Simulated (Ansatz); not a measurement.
Runs of Ansatz 0.2.0 on P. The structure is monoclinic, space group P2/m (No. 10). The conventional cell has a = 2.425 Å, b = 2.439 Å, c = 4.852 Å, α = 90.00°, β = 90.24°, γ = 90.00°. P (site symmetry m) has 6 P at 2.42 to 2.44 Å as nearest neighbours. This isn't the form of P at room conditions, which is orthorhombic.

```tsv
level	cutoff (eV)	gap on the mesh (eV)	pressure (GPa)	largest force (eV/Å)
PBEsol	420	none	-1.3	0.02
LDA	420	none	-2.8	0.02
HSE06	420	none	(a)	0.02
r2SCAN0	500	none	-2.3	0.01
PBE0	420	none	-2.3	0.02
```

Alike in all rows: task projected density of states; potentials or basis Ansatz PAW; no spin polarisation; cell as given; k mesh 6 × 6 × 3; smearing fermi-dirac 0.05 eV; the mesh is coarse, so values aren't converged.

Q: Fill in the values left out.

A: (a) -1.8.

Caveats: all runs use coarse meshes; the PAW data sets come from PBE, with cores solved anew for the run's functional, which leaves a small shift of forces and pressure; the density of states is complete only up to the lowest level of the last band computed; the thresholds are loose for stress (some runs).

A gap of «none» marks a metal or a gap under the smearing width.
